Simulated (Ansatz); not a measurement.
Born–Oppenheimer molecular dynamics of a periodic cell of 16 atoms, Ba (start crystal Ba, start structure bcc, volume 1.1 times the crystal's). It goes on from the last frame of an earlier run, with new velocities.

Computed with DFT PBE, scalar-relativistic, plane waves, PAW (Ansatz). Settings: accuracy low, cutoff 420 eV, k mesh 1x1x1, fermi-dirac smearing 0.36 eV, no spin polarisation.

```json
{
  "ensemble": "NPT, Langevin",
  "time step": "2.25 fs",
  "steps asked": "180",
  "set temperature": "2940 K",
  "friction": "0.02 /fs",
  "pressure": "5 GPa",
  "seed": "196480"
}
```

First frame:

```xyz
16
Lattice="10.3641 0.0000 0.0000 0.0000 10.3641 0.0000 0.0000 0.0000 10.3641" Properties=species:S:1:pos:R:3
Ba -0.082 0.352 0.272
Ba 6.079 -0.071 -1.150
Ba -0.043 3.653 -0.296
Ba 0.598 0.397 5.326
Ba 3.247 1.249 2.803
Ba 5.293 5.192 -0.346
Ba 4.853 -0.295 5.259
Ba 8.257 3.373 3.421
Ba -0.182 6.021 5.614
Ba 3.041 8.125 2.075
Ba 3.249 0.988 8.214
Ba 4.809 4.986 3.448
Ba 7.751 7.446 2.401
Ba 7.708 2.567 7.540
Ba 2.449 8.190 6.548
Ba 8.209 8.277 7.119
```

**Question.** What does the run give?

**Answer.** All steps were run.

```
steps done                                               : 180
time covered                                             : 405 fs
mean temperature over the second half                    : 3297 K
spread of the potential energy over the second half      : 101.5 meV per atom
mean potential energy of the second half above the start : 64.4 meV per atom
mean pressure over the second half                       : 5.8 GPa
```

The conserved energy stayed within 0.067 meV per atom of its start (net change 0.044 meV per atom), so the integration is sound. The mean temperature of the second half is 12 % above the set value. A run of 0.41 ps of so small a system gives no equilibrium averages. Limits of this set-up: coarse k mesh, low accuracy level. The cell's volume went from 1113 to 705 Å³.

**Question.** What happens to the structure?

**Answer.** Mean squared displacements from the first frame to the last, about the centre of mass, the cell's change included: Ba 2.15 Å². This is one draw of velocities; another would differ in detail.

**Question.** How do temperature and energy run in time?

**Answer.** 
```csv
time (fs),T (K),potential energy less start (eV),conserved less start (meV/atom),P (GPa),volume (Å³)
0.0,2756,0.000,0.00,1.3,1113.3
33.8,3533,-0.310,0.00,1.6,1073.4
67.5,5291,-0.580,0.00,2.5,996.7
101.2,3891,-1.090,0.00,2.6,927.0
135.0,4339,-1.118,0.01,3.2,864.6
168.8,3737,-0.547,0.01,3.6,819.5
202.5,2518,0.651,0.04,4.1,768.1
236.2,3630,1.992,-0.05,5.5,728.4
270.0,3277,2.915,0.01,6.6,691.8
303.8,3625,2.156,0.03,6.7,678.6
337.5,3337,0.850,0.06,6.4,677.2
371.2,3386,-1.067,-0.02,5.4,694.7
405.0,2648,-2.159,0.04,4.7,704.5
```

Run time: 15 min on 2 threads of Arm Neoverse V1, with other jobs on the host, peak memory 1 GiB.
